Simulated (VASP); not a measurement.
```
CELL_PARAMETERS angstrom
      0.00000     3.11584     3.11584
      3.11584     0.00000     3.11584
      3.11584     3.11584     0.00000
ATOMIC_POSITIONS crystal
  Al 0.00000 0.00000 0.00000
  Sb 0.25000 0.25000 0.25000
```

Method: PBE GGA, VASP's PBE PAW potentials (set 64) (plane waves; VASP). Run with 400 eV cut-off, Gaussian smearing of 0.050 eV, potentials Al Sb.

Unless said otherwise, spin-orbit coupling is left out, though it shifts the bands of the heavy elements here.

### Question
Give the energies of bands 2 to 7 at the high-symmetry points, in eV from the valence-band maximum.

### Answer

```csv
band,Γ,X,U,L,W
2,0.00,-5.36,-5.18,-5.24,-5.16
3,0.00,-2.09,-3.09,-0.87,-2.89
4,0.00,-2.09,-1.76,-0.87,-2.59
5,1.26,1.29,1.72,1.22,3.95
6,3.08,1.46,4.00,3.72,4.27
7,3.08,8.48,6.65,3.72,4.46
```

The gap is indirect, 1.22 eV, from the valence maximum at Γ to the conduction minimum at L.

Measured: gap 1.73 eV (computed value off by -0.51 eV), as given by Anna Miglio et al., npj Computational Materials (2020), arXiv:2011.12765 [zero-point renormalisation of 35 meV (experimental, the table's column) added back].

The compound is AlSb in the zinc blende structure. It was relaxed first.
